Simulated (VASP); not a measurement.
A run of VASP 6.6.1 is set up as follows.

The input INCAR:

```
SYSTEM = ZrO2
ALGO = Fast
EDIFF = 1E-6
EDIFFG = -0.005
ENCUT = 600
GGA = PE
IBRION = 2
ISIF = 3
ISMEAR = 0
LASPH = .TRUE.
LCHARG = .FALSE.
LREAL = .FALSE.
LWAVE = .FALSE.
NELM = 120
NSW = 40
PREC = Accurate
SIGMA = 0.02
```

File KPOINTS:

```
k-points
0
G
  10 10 10
  0 0 0
```

POSCAR

```
ZrO2
1.0
    0.0000000000      2.5350000000      2.5350000000
    2.5350000000      0.0000000000      2.5350000000
    2.5350000000      2.5350000000      0.0000000000
Zr O
1 2
Direct
    0.0000000000      0.0000000000      0.0000000000
    0.2500000000      0.2500000000      0.2500000000
    0.7500000000      0.7500000000      0.7500000000
```

Potentials or basis: VASP PAW PBE potentials, release 64 (Zr_sv, O).

Launch:

```bash
$ cat potpaw_PBE.64/Zr_sv/POTCAR potpaw_PBE.64/O/POTCAR > POTCAR
$ mpirun -np 1 vasp_std > vasp.out
```

**Question.** What does it give for the relaxed cell?

**Answer.** a = 3.618 Å, b = 3.618 Å, c = 3.618 Å, α = 60.00°, β = 60.00°, γ = 60.00°.

**Question.** Predict the space group after relaxing (to 0.05 Å).

**Answer.** Fm-3m (No. 225).

**Question.** Estimate the relaxed volume.

**Answer.** 11.16 Å³/atom.

Final structure:
```
Zr O
1.0
     0.00000    2.55807    2.55807
     2.55807    0.00000    2.55807
     2.55807    2.55807    0.00000
Zr O
1 2
Direct
  0.00000 0.00000 0.00000
  0.25000 0.25000 0.25000
  0.75000 0.75000 0.75000
```
